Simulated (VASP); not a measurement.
GaP, 2 atoms in the cell. The structure is cubic, space group F-43m (No. 216). The conventional cell has a = 5.451 Å, b = 5.451 Å, c = 5.451 Å, α = 90.00°, β = 90.00°, γ = 90.00°. Ga (site symmetry -43m) has 4 P at 2.36 Å as nearest neighbours. P (site symmetry -43m) is surrounded by 4 Ga at 2.36 Å. 

| Item | Value |
| --- | --- |
| Program | VASP 6.6.1 |
| Task | single point |
| Functional | PBE |
| Potentials or basis | VASP PAW PBE potentials, release 64 (Ga_d, P) |
| Cutoff | 520 eV |
| k mesh | 8 × 8 × 8 |
| Occupations | gaussian, width 0.019 eV |
| Spin | no spin polarisation |
| Further INCAR settings | ALGO = Fast; EDIFF = 1e-06; NBANDS = 16 |

Potentials or basis: VASP PAW PBE potentials, release 64 (Ga_d, P).

The run is started by

```console
$ cat potpaw_PBE.64/Ga_d/POTCAR potpaw_PBE.64/P/POTCAR > POTCAR
$ mpirun -np 1 vasp_std > vasp.out
```

Hardware: 1 thread of Intel(R) Xeon(R) Platinum 8488C (Sapphire Rapids) (shared host).

Question: Estimate the wall time of this run.

Answer: Run time: 16 s on 1 thread of Intel(R) Xeon(R) Platinum 8488C (Sapphire Rapids), on a shared host, peak memory 0.17 GiB. Counts: scf iterations 13, k points 29.
